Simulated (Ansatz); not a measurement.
## Chalcopyrite CuInS₂

These are revPBE (plane waves, PAW; Ansatz, a quantum-chemistry and plane-wave program) values and carry that method's errors.

Run with plane-wave cutoff 520 eV, 10×10×10 k mesh, Fermi–Dirac smearing 0.01 eV, no spin polarisation, scalar-relativistic PAW data made under PBE.

Cell (relaxed at this level):

```cif
data_Cu4In4S8
_chemical_formula_sum 'In4 Cu4 S8'
_space_group_name_H-M_alt 'I-42d'
_space_group_IT_number 122
_space_group_name_Hall 'I -4 2bw'
_cell_length_a 5.62735
_cell_length_b 5.62735
_cell_length_c 11.33308
_cell_angle_alpha 90.000
_cell_angle_beta 90.000
_cell_angle_gamma 90.000
loop_
_atom_site_label
_atom_site_type_symbol
_atom_site_symmetry_multiplicity
_atom_site_Wyckoff_symbol
_atom_site_fract_x
_atom_site_fract_y
_atom_site_fract_z
_atom_site_occupancy
In1 In 4 b 0.00000 0.00000 0.50000 1
Cu1 Cu 4 a 0.00000 0.00000 0.00000 1
S1 S 8 d 0.22191 0.25000 0.12500 1
```
(The calculation used a cell of 8 atoms; values per cell refer to that cell.)

```yaml
bulk modulus B0: 58.4 GPa
band_gap: none
pressure derivative B′ of the bulk modulus: 4.9
```

Measured, for comparison: band gap 1.55 eV (temperature not stated, not corrected to a static lattice, direct or pseudo-direct at Γ; as tabulated in Ghosh et al. (2024), arXiv:2401.16805).

Note: the gap of the solid is closed in this run; this level leaves the solid without a gap, although one is measured; the bulk modulus comes from volumes at which shape and atoms were relaxed.

Spin–orbit coupling is not included; it can open a gap where bands touch, and shift volumes and moduli.

The computed numbers hold no vibrational or temperature effects.

Computing time: about 70 core-minutes (a rough figure).
